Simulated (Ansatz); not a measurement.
# SnO (P4/nmm), random displacements

The calculation used DFT PBEsol, scalar-relativistic, plane waves, PAW in Ansatz. Cutoff 420 eV, Γ-centred 12×12×10 k-points, Gaussian smearing of 0.15 eV. No spin polarisation. Energies are free energies at this smearing, counted from the undisturbed cell; pressure is positive in compression.

The undisturbed cell (as given, not relaxed at this level):

```yaml
crystal:
  lattice:
    - [3.80200, 0.00000, 0.00000]
    - [0.00000, 3.80200, 0.00000]
    - [0.00000, 0.00000, 4.83600]
  atoms:
    - { symbol: Sn, position: [0.00000, 0.50000, 0.23850] }
    - { symbol: Sn, position: [0.50000, 0.00000, 0.76150] }
    - { symbol: O, position: [0.00000, 0.00000, 0.00000] }
    - { symbol: O, position: [0.50000, 0.50000, 0.00000] }
```

The atoms are displaced (Å, in the unstrained cell):

```
atom ux uy uz
 Sn1  -0.066  -0.104   0.008
 Sn2  -0.070  -0.093   0.029
  O3   0.017   0.221  -0.031
  O4   0.118  -0.025  -0.006
```

Strain (Voigt, engineering shear): (-0.0007, 0.0017, 0.0010, 0.0001, 0.0095, 0.0341).

Q: What are the energy change, the stress and the forces?

A: ΔE = 121.8 meV/atom; stress (xx, yy, zz, yz, xz, xy; compression positive) (4.43, 6.13, 3.68, 3.31, 0.22, -3.95) GPa.
| atom | Fx (eV/Å) | Fy | Fz |
| --- | --- | --- | --- |
| Sn1 | 0.56 | 1.33 | 1.21 |
| Sn2 | 0.50 | 0.44 | -0.45 |
| O3 | 0.29 | -2.64 | -0.70 |
| O4 | -1.34 | 0.87 | -0.06 |

Cost: 1 run of about 1.5 core-minutes, on Intel Xeon Platinum 8488C (Sapphire Rapids) (shared hosts).